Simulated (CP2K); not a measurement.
# MgSi under changes of volume

One of the cells (17.692 Å³/atom); the others are scaled copies at fixed shape and fractional positions:

```
CELL_PARAMETERS angstrom
5.63020 0.00000 0.00000
-4.82826 2.89604 0.00000
0.00000 0.00000 4.34018
ATOMIC_POSITIONS crystal
Si 0.57064 0.42936 0.75000
Si 0.42936 0.57064 0.25000
Mg 0.16838 0.83162 0.25000
Mg 0.83162 0.16838 0.75000
```

The cell comes from a database or a generator and needn't be the stable form of this composition.

* Program: CP2K 2026.2
* Functional: PBEsol
* Potentials or basis: POTENTIAL_UZH Si GTH-PBE-q4, Mg GTH-PBE-q10; TZVP-MOLOPT-PBE-GTH basis
* Density cutoff: 19048 eV
* k mesh: 9 × 9 × 6
* Occupations: fermi-dirac, width 0.05 eV
* Spin: no spin polarisation

```tsv
volume (Å³/atom)	energy over the lowest point (meV/atom)	pressure (GPa)	largest force (eV/Å)
16.630	12.51	4.3	0.281
16.984	4.92	2.7	0.299
17.338	0.56	1.3	0.327
17.692	0.00	0.0	0.306
18.046	?	?	?
18.400	7.02	-2.2	0.216
18.754	13.03	-3.2	0.229
```

Q: What does the run at 18.046 Å³/atom give?

A: Energy over the lowest point 1.31 meV/atom; pressure -1.1 GPa; largest force 0.326 eV/Å.

Worked out: A Birch-Murnaghan fit of order 3 (a polynomial in V^(-2/3)) to the other rows has its minimum at 17.58 Å³/atom with B0 = V·E''(V) = 66 GPa (rough, since the energies scatter) at fixed shape and positions, which overstates the stiffness. It gives 2.34 meV/atom at 18.046 Å³/atom, against the run's 1.31, and -dE/dV = -1.5 GPa, against -1.1.

Energies are extrapolated to zero smearing.

Caveats: the potentials were made for another functional, which shifts forces and pressure; the basis of atomic orbitals isn't converged, which shifts pressures, moduli and gaps.
